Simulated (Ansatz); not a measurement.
The system is Mo.

```
Mo
1.0
    -1.58381    1.58381    1.58381
     1.58381   -1.58381    1.58381
     1.58381    1.58381   -1.58381
Mo
1
Direct
  0.00000 0.00000 0.00000
```

```yaml
Program: Ansatz 0.2.0
Task: relaxation of cell and atoms
Functional: PBEsol
Dispersion: D4
Potentials_or_basis: Ansatz PAW
Cutoff: "420 eV (not typed: the program's choice for these potentials)"
k_mesh: 12 × 12 × 12
Occupations: fermi-dirac, width 0.05 eV
Spin: no spin polarisation
```

At the start: volume 15.89 Å³/atom.

Task: Where does the relaxation end?

Result: It ends after 5 steps and the volume is 15.13 Å³/atom (-4.8 %); space group Im-3m (No. 229, to 0.05 Å).

The path:
```csv
step,energy change (eV),largest force (eV/Å),volume (Å³)
1,0.0000,0.0000,15.89
2,-0.0310,0.0000,15.25
3,-0.0318,0.0000,15.12
4,-0.0318,0.0000,15.13
5,-0.0317,0.0000,15.13
```

Final structure:
```
Mo
1.0
    -1.55823    1.55823    1.55823
     1.55823   -1.55823    1.55823
     1.55823    1.55823   -1.55823
Mo
1
Direct
  0.00000 0.00000 0.00000
```

Caveat: the plane-wave basis is chosen anew once the cell has moved, so the energies of steps on either side of that aren't comparable; pairwise dispersion overbinds metals, which lowers pressure and volume; the PAW data sets come from PBE, with cores solved anew for the run's functional, which leaves a small shift of forces and pressure.
